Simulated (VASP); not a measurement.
# CdSe (F-43m) in VASP: electric field gradients with PBE

Aim: the electric field gradients of CdSe with PBE.

All numbers are computed with VASP 6.6.1; they aren't measurements. Logs are shortened: lines on timing, memory, paths and dates and some standing lists are left out, and cuts for length are marked.

**1. Starting point**

It takes space group F-43m (No. 216, cubic). The conventional cell has a = 6.196 Å, b = 6.196 Å, c = 6.196 Å, α = 90.00°, β = 90.00°, γ = 90.00°. Cd (site symmetry -43m) is surrounded by 4 Se at 2.68 Å. Se (site symmetry -43m) has 4 Cd at 2.68 Å as nearest neighbours.

Measurements of this composition are mostly on another form, of space group No. 186.

**2. Electric field gradients, PBE**

Input file INCAR:

```
SYSTEM = CdSe
ALGO     = Fast           ! electronic algorithm
EDIFF    = 1E-8           ! SCF threshold, eV
ENCUT    = 520            ! plane-wave cutoff, eV
GGA      = PE             ! functional
ISIF     = 2              ! what is computed and relaxed
ISMEAR   = -1             ! smearing method
LASPH    = .True.         ! aspherical terms in the spheres
LCHARG   = .False.        ! write CHGCAR
LEFG     = .True.       
LREAL    = .False.        ! projectors in reciprocal space
LWAVE    = .False.        ! write WAVECAR
NBANDS   = 16             ! bands
NELM     = 100            ! most SCF steps
PREC     = Accurate       ! precision mode
SIGMA    = 0.08           ! smearing width, eV
```

Input file KPOINTS:

```
k-points
0
Gamma
  8 8 8
  0 0 0
```

Input file POSCAR:

```
CdSe
1.0
    0.0000000000      3.0980507512      3.0980507512
    3.0980507512      0.0000000000      3.0980507512
    3.0980507512      3.0980507512      0.0000000000
Cd Se
1 1
Direct
    0.0000000000      0.0000000000      0.0000000000
    0.2500000000      0.2500000000      0.2500000000
```

Potentials or basis: VASP PAW PBE potentials, release 64 (Cd, Se).

Launch:

```bash
$ cat potpaw_PBE.64/Cd/POTCAR potpaw_PBE.64/Se/POTCAR > POTCAR
$ mpirun -np 1 vasp_std > vasp.out
```

OUTCAR:

```text
SYSTEM = CdSe
   EDIFF = 1E-8
   ENCUT = 520
   GGA = PE
   ISIF = 2
   ISMEAR = -1
   LASPH = .True.
   LREAL = .False.
   NELM = 100
   PREC = Accurate

 ion  position               nearest neighbor table
   1  0.000  0.000  0.000-   2 2.68   2 2.68   2 2.68   2 2.68
   2  0.250  0.250  0.250-   1 2.68   1 2.68   1 2.68   1 2.68

  LATTYP: Found a face centered cubic cell.
 ALAT       =     6.1961015024

  Lattice vectors:

 A1 = (   0.0000000000,   3.0980507512,   3.0980507512)
 A2 = (   3.0980507512,   0.0000000000,   3.0980507512)
 A3 = (   3.0980507512,   3.0980507512,   0.0000000000)

Analysis of symmetry for initial positions (statically):
=====================================================================
 Subroutine PRICEL returns:
 Original cell was already a primitive cell.

 Routine SETGRP: Setting up the symmetry group for a
 face centered cubic supercell.

 Subroutine GETGRP returns: Found 24 space group operations
 (whereof 24 operations were pure point group operations)
 out of a pool of 48 trial point group operations.

The static configuration has the point symmetry T_d .

Analysis of symmetry for dynamics (positions and initial velocities):
=====================================================================
 Subroutine PRICEL returns:
 Original cell was already a primitive cell.

 Routine SETGRP: Setting up the symmetry group for a
 face centered cubic supercell.

 Subroutine GETGRP returns: Found 24 space group operations
 (whereof 24 operations were pure point group operations)
 out of a pool of 48 trial point group operations.

The dynamic configuration has the point symmetry T_d .

 Subroutine INISYM returns: Found 24 space group operations
 (whereof 24 operations are pure point group operations),
 and found     1 'primitive' translations

----------------------------------------------------------------------------------------

                                     Primitive cell

  volume of cell :      59.4697

  direct lattice vectors                    reciprocal lattice vectors
     0.000000000  3.098050751  3.098050751    -0.161391804  0.161391804  0.161391804
     3.098050751  0.000000000  3.098050751     0.161391804 -0.161391804  0.161391804
     3.098050751  3.098050751  0.000000000     0.161391804  0.161391804 -0.161391804

  length of vectors
     4.381305389  4.381305389  4.381305389     0.279538805  0.279538805  0.279538805

  position of ions in fractional coordinates (direct lattice)
     0.000000000  0.000000000  0.000000000
     0.250000000  0.250000000  0.250000000

  ion indices of the primitive-cell ions
   primitive index   ion index
                 1           1
                 2           2

----------------------------------------------------------------------------------------

 KPOINTS: k-points

Automatic generation of k-mesh.
 Grid dimensions read from file:
 generate k-points for:    8    8    8

 Generating k-lattice:

  Cartesian coordinates                     Fractional coordinates (reciprocal lattice)
    -0.020173976  0.020173976  0.020173976     0.125000000  0.000000000  0.000000000
     0.020173976 -0.020173976  0.020173976     0.000000000  0.125000000  0.000000000
     0.020173976  0.020173976 -0.020173976     0.000000000  0.000000000  0.125000000

  Length of vectors
     0.034942351  0.034942351  0.034942351

  Shift w.r.t. Gamma in fractional coordinates (k-lattice)
     0.000000000  0.000000000  0.000000000

 Subroutine IBZKPT returns following result:
 ===========================================

 Found     29 irreducible k-points:

 Following reciprocal coordinates:
            Coordinates               Weight
  0.000000  0.000000  0.000000      1.000000
  0.125000  0.000000  0.000000      8.000000
  0.250000  0.000000  0.000000      8.000000
  0.375000  0.000000  0.000000      8.000000
  0.500000  0.000000  0.000000      4.000000
  0.125000  0.125000  0.000000      6.000000
[... 16 lines left out ...]
  0.500000  0.250000  0.125000     48.000000
 -0.375000  0.250000  0.125000     24.000000
 [... further k-points ...]
   k-points           NKPTS =     29   k-points in BZ     NKDIM =     29   number of bands    NBANDS=     16
   number of dos      NEDOS =    301   number of ions     NIONS =      2
   total plane-waves  NPLWV =  46656
   dimension x,y,z NGX =    36 NGY =   36 NGZ =   36
   dimension x,y,z NGXF=    72 NGYF=   72 NGZF=   72
   ions per type =               1   1
   NGX,Y,Z   is equivalent  to a cutoff of  13.66, 13.66, 13.66 a.u.
   NGXF,Y,Z  is equivalent  to a cutoff of  27.32, 27.32, 27.32 a.u.
 SYSTEM =  CdSe
   PREC   = accura    normal or accurate (medium, high low for compatibility)
   ISTART =      0    job   : 0-new  1-cont  2-samecut
   ICHARG =      2    charge: 1-file 2-atom 10-const
   ISPIN  =      1    spin polarized calculation?
   LNONCOLLINEAR =      F non collinear calculations
   LSORBIT =      F    spin-orbit coupling
   LASPH  =      T    aspherical Exc in radial PAW
   ENCUT  =  520.0 eV  38.22 Ry    6.18 a.u.   8.15  8.15  8.15*2*pi/ulx,y,z
   NELM   =    100;   NELMIN=  2; NELMDL= -5     # of ELM steps
   EDIFF  = 0.1E-07   stopping-criterion for ELM
   LREAL  =      F    real-space projection
   EDIFFG = 0.1E-06   stopping-criterion for IOM
   NSW    =      0    number of steps for IOM
   IBRION =     -1    ionic relax: 0-MD 1-quasi-New 2-CG
   NFREE  =      0    steps in history (QN), initial steepest desc. (CG)
   ISIF   =      2    stress and relaxation
   ISYM   =      2    0-nonsym 1-usesym 2-fastsym
   POTIM  = 0.5000    time-step for ionic-motion
   TEBEG  =    0.0;   TEEND  =   0.0 temperature during run
   PSTRESS=    0.0 pullay stress
   NELECT =      18.0000    total number of electrons
   NUPDOWN=      -1.0000    fix difference up-down
   EMIN   =  10.00;   EMAX   =-10.00  energy-range for DOS
   EFERMI =   0.00;   METHOD = LEGACY
   ISMEAR =    -1;   SIGMA  =   0.08  broadening in eV -4-tet -1-fermi 0-gaus
   EFERMI_NEDOS =   21; number of points for ismear=-14 and -15
   IALGO  =     68    algorithm
   IMIX   =      4    mixing-type and parameters
     AMIX     =   0.40;   BMIX     =  1.00
     AMIX_MAG =   1.60;   BMIX_MAG =  1.00
  volume/ion in A,a.u.               =      29.73       200.66
  Fermi-wavevector in a.u.,A,eV,Ry     =   1.099176  2.077141 16.438387  1.208187
  Thomas-Fermi vector in A             =   2.235566
   LORBIT       =      0    0 simple, 1 ext, 2 COOP (PROOUT), +10 PAW based schemes
   GGA     = PE    functional components
   LHFCALC =     F    Hartree Fock is set to
   AEXX    =    0.0000 exact exchange contribution
   IVDW    =     0    specifies the selected vdW correction
   LEPSILON=     F    determine dielectric tensor
   LRPA    =     F    only Hartree local field effects (RPA)
 non-spin polarized calculation
 RMM-DIIS sequential band-by-band and
  energy-cutoff  :      520.00
  volume of cell :       59.47
 maximum number of plane-waves:      1639
 NGX is ok and might be reduce to    36
   NGX = 17   NGY = 17   NGZ = 17

 number of electron      18.0000000 magnetization

 Free energy of the ion-electron system (eV)
  ---------------------------------------------------
  ext. energy  EPLUGINS =         0.00000000
  ---------------------------------------------------
  free energy    TOTEN  =        -5.49935970 eV

  energy without entropy =       -5.49897514  energy(sigma->0) =       -5.49916742

 E-fermi :   0.8564     XC(G=0):  -8.6350

 val. band max:        0.5156544328   @ k =   0.0000   0.0000   0.0000
 cond. band min:       1.0091840198   @ k =   0.0000   0.0000   0.0000
 fundamental gap:      0.4935295870
 Fermi energy:         0.8564421797

 k-point     1 :       0.0000    0.0000    0.0000
  band No.  band energies     occupation
      1     -11.7815      2.00000
      2      -7.2472      2.00000
      3      -7.2472      2.00000
      4      -7.2472      2.00000
      5      -6.9296      2.00000
      6      -6.9296      2.00000
[... 8 lines left out ...]
     15      11.4868      0.00000
     16      11.4868      0.00000

 k-point     2 :       0.1250    0.0000    0.0000
  band No.  band energies     occupation
      1     -11.7345      2.00000
      2      -7.2326      2.00000
      3      -7.2326      2.00000
      4      -7.2023      2.00000
      5      -6.9303      2.00000
      6      -6.9303      2.00000
[... 8 lines left out ...]
     15      10.7633      0.00000
     16      10.8037      0.00000
[... 387 lines left out ...]
      5      -6.9105      2.00000
      6      -6.7164      2.00000
[... 8 lines left out ...]
     15      12.1784      0.00000
     16      12.9623      0.00000

 k-point    24 :      -0.3750    0.2500    0.1250
  band No.  band energies     occupation
      1     -11.4053      2.00000
      2      -7.1352      2.00000
      3      -7.1150      2.00000
      4      -6.9448      2.00000
      5      -6.9152      2.00000
      6      -6.6003      2.00000
[... 8 lines left out ...]
     15      12.0322      0.00000
     16      12.9553      0.00000

 [... further k-points ...]
[... 5 lines left out ...]
  --------------------------------------------------------------------------------------
  -------------------------------------------------------------------------------------
  Total        0.0930303      0.0930303      0.0930303      0.0000000     -0.0000000     -0.0000000
  in kB        2.5063366      2.5063366      2.5063366      0.0000000     -0.0000000     -0.0000000
  external PRESSURE =       2.5063366 kB  Pullay stress =       0.0000000 kB

 VOLUME and BASIS-vectors are now :
 -----------------------------------------------------------------------------
  energy-cutoff  :      520.00
  volume of cell :       59.47
      direct lattice vectors                 reciprocal lattice vectors
     0.000000000  3.098050751  3.098050751    -0.161391804  0.161391804  0.161391804
     3.098050751  0.000000000  3.098050751     0.161391804 -0.161391804  0.161391804
     3.098050751  3.098050751  0.000000000     0.161391804  0.161391804 -0.161391804

 POSITION                                       TOTAL-FORCE (eV/Angst)
 -----------------------------------------------------------------------------------
      0.00000      0.00000      0.00000        -0.000000      0.000000      0.000000
      1.54903      1.54903      1.54903         0.000000     -0.000000     -0.000000
 -----------------------------------------------------------------------------------
    total drift:                               -0.000000     -0.000000     -0.000000

  FREE ENERGIE OF THE ION-ELECTRON SYSTEM (eV)
  ---------------------------------------------------
  free  energy   TOTEN  =        -5.4993596963 eV

  energy  without entropy=       -5.4989751369  energy(sigma->0) =       -5.49916742

 Electric field gradients (V/A^2)
---------------------------------------------------------------------
 ion       V_xx      V_yy      V_zz      V_xy      V_xz      V_yz
---------------------------------------------------------------------
   1       0.000     0.000    -0.000    -0.002    -0.002    -0.002
   2       0.000     0.000     0.000     0.000     0.000     0.000
---------------------------------------------------------------------

 Electric field gradients after diagonalization (V/A^2)
 (convention: |V_zz| > |V_xx| > |V_yy|)
----------------------------------------------------------------------
 ion       V_xx      V_yy      V_zz     asymmetry (V_yy - V_xx)/ V_zz
----------------------------------------------------------------------
   1       0.002     0.002    -0.003       0.000
   2      -0.000    -0.000     0.001       0.000
----------------------------------------------------------------------

           NMR quadrupolar parameters

 Cq : quadrupolar parameter    Cq=e*Q*V_zz/h
 eta: asymmetry parameters     (V_yy - V_xx)/ V_zz
 Q  : nuclear electric quadrupole moment in mb (millibarn)
----------------------------------------------------------------------
 ion       Cq(MHz)       eta       Q (mb)
----------------------------------------------------------------------
   1      -0.000       0.000       1.000
   2       0.000       0.000       1.000
----------------------------------------------------------------------
```

It took 34 s on 1 thread of Intel Xeon Platinum 8259CL at 2.50GHz (Skylake/Cascade Lake), shared host; peak memory 0.21 GiB.

What came out:

```yaml
Free_energy: -5.4994 eV
Pressure: 0.3 GPa
Band_gap_on_the_k_mesh: 0.49 eV, direct
```

Levels at points of the mesh, in eV from the valence-band top:
```tsv
k point	band 6	band 7	band 8	band 9	band 10	band 11	band 12	band 13
(0.00, 0.00, 0.00)	-7.45	0.00	0.00	0.00	0.49	5.93	5.93	5.93
(0.50, 0.00, 0.00)	-7.19	-4.07	-0.67	-0.67	2.32	6.43	6.43	7.26
(0.50, 0.50, 0.00)	-7.13	-3.83	-1.67	-1.67	3.24	3.69	8.86	9.89
```

Electric field gradients, principal values (V/Å²):
| atom | Vxx | Vyy | Vzz |
| --- | --- | --- | --- |
| 1 Cd | 0.002 | 0.002 | -0.003 |
| 2 Se | 0.000 | 0.000 | 0.001 |

As with any semilocal functional, this PBE gap is likely too small.
